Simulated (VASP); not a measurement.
Wanted: the native input for a VASP 6.6.1 run.

```yaml
Task: electric field gradients
Functional: PBE
Potentials_or_basis: VASP PAW PBE potentials, release 64 (Ag)
Cutoff: 520 eV
k_mesh: 13 × 13 × 7
Occupations: fermi-dirac, width 0.03 eV
Spin: no spin polarisation
Dipole_correction: no
Further_INCAR_settings: ALGO = Normal; EDIFF = 1e-08; NBANDS = 18
```

The structure of Ag lies in POSCAR:

```
Ag
1.0
    2.8803275003      0.0000000000      0.0000000000
   -1.4401637502      2.4944367866      0.0000000000
    0.0000000000      0.0000000000      4.7087978722
Ag
2
Direct
    0.3333333333      0.6666666667      0.2500000000
    0.6666666667      0.3333333333      0.7500000000
```

This isn't the form of Ag at room conditions, which is fcc.

The cell isn't the ideal one: volume scaled by 0.95, crystal datasets.

The input as run:

INCAR

```
PREC = Accurate ; ENCUT = 520
EDIFF = 1E-8 ; ISMEAR = -1
SIGMA = 0.03 ; LREAL = False
LASPH = True ; NELM = 100
ALGO = Normal ; ISIF = 2
LWAVE = False ; LCHARG = False
GGA = PE ; LEFG = True
NBANDS = 18
```

KPOINTS

```
regular mesh
0
Gamma
  13 13 7
```

Potentials or basis: VASP PAW PBE potentials, release 64 (Ag).

Command:

```bash
$ cat potpaw_PBE.64/Ag/POTCAR > POTCAR
$ mpirun -np 1 vasp_std > vasp.out
```

Results of the run:

| Property | Result |
| --- | --- |
| Pressure | 5.5 GPa |
| Band gap on the k mesh | none (metal or under the smearing width) |

Run time: 19 s on 1 thread of Intel(R) Xeon(R) Platinum 8488C (Sapphire Rapids), on a shared host, peak memory 0.17 GiB.
